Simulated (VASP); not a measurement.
A run of VASP 6.6.1 is set up as follows.

INCAR

```
SYSTEM = AlP
ALGO = Normal ; EDIFF = 1E-6
ENCUT = 500 ; GGA = CA
GGA_COMPAT = .False. ; ISIF = 2
ISMEAR = 0 ; LASPH = .True.
LCHARG = .False. ; LREAL = .False.
LWAVE = .False. ; NBANDS = 11
NELM = 120 ; PREC = Accurate
SIGMA = 0.01
```

Contents of KPOINTS:

```
k-points
0
Gamma
  5 5 5
  0 0 0
```

POSCAR

```
AlP
1.0
    3.8544390000      0.0000000000      0.0000000000
    1.9272195000      3.3380420913      0.0000000000
    1.9272195000      1.1126806971      3.1471362649
Al P
1 1
Direct
    0.0000000000      0.0000000000      0.0000000000
    0.2500000000      0.2500000000      0.2500000000
```

Potentials or basis: VASP PAW LDA potentials, release 64 (Al, P).

The run is started by

```console
$ cat potpaw_LDA.64/Al/POTCAR potpaw_LDA.64/P/POTCAR > POTCAR
$ mpirun -np 1 vasp_std > vasp.out
```

Q: Predict the band gap on the k mesh.

A: 1.67 eV, indirect (least direct gap 3.16 eV).

Q: Estimate the pressure.

A: -0.7 GPa.

**Measured values to compare with.**

A printed reference work, data compilation reports, for a bulk crystal of AlP at 4.2 K: band gap 2.505 eV (indirect).

A measured gap of AlP is 2.505 eV (indirect; 4.2 K; a printed reference work, data compilation); the calculated 1.67 eV misses it by -0.84 eV. The value is that of LDA on a finite k mesh, which can miss the band edges, without temperature or zero-point motion. Semilocal functionals fall short of measured gaps as a rule.
